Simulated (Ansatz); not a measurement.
**TiPbO3: reading a single point**

```
CELL_PARAMETERS angstrom
3.95348 3.95348 0.00000
0.00000 3.95348 4.16835
3.95348 0.00000 4.16835
ATOMIC_POSITIONS crystal
Pb 0.00000 0.00000 0.00000
Pb 0.50000 0.50000 0.50000
Ti 0.23265 0.26735 0.26735
Ti 0.73265 0.76735 0.76735
O 0.44900 0.05100 0.05100
O 0.94900 0.55100 0.55100
O 0.44750 0.55250 0.05250
O 0.94750 0.05250 0.55250
O 0.44750 0.05250 0.55250
O 0.94750 0.55250 0.05250
```

Method: r2SCAN, with U_eff = 6.9 eV on Ti d (all-electron-ortho-atomic projectors), collinear spin; PAW, plane waves to 500 eV, 5×5×5 Γ-centred mesh, methfessel-paxton occupations (width 0.0237 eV) (Ansatz 0.2.0), atoms fixed.

The state carries no moments; the state need not be the lowest.

**Forces.** The largest is on Pb1 (and as large on other atoms): 0.36 eV/Å, components (0.00, 0.00, -0.36). It makes 50° with the line to a nearest neighbour, O7 at 2.57 Å.
**Stress.** The pressure is -3.0 GPa (compression positive), so with the atoms held at these fractions the cell would first shrink. The principal stresses -3.4, -3.4, -2.2 GPa differ, so its shape would change too.
**Contacts.** Ti–O at 1.80 Å: least valence density 1.09 e/Å³ and ELF 0.29 there. Pb–O at 2.57 Å: least valence density 0.26 e/Å³ and ELF 0.14 there, a closed-shell (ionic or weak) contact. These are pseudo-fields; inside the PAW spheres they differ from the all-electron ones.
**Charges.** Bader charges in e: Ti +2.53, Pb +1.42, O -1.34 to -1.28. In the mean Ti gives up most and O takes most.
**Electronic structure.** The gap is 3.15 eV, indirect or between spins (the least direct gap found is 3.38 eV).

Origin: a database entry at a rescaled volume. Caveats: the input typed no starting moments; no spin-orbit coupling, which can shift this gap by tenths of an eV; the mesh misses a band edge that the path finds.
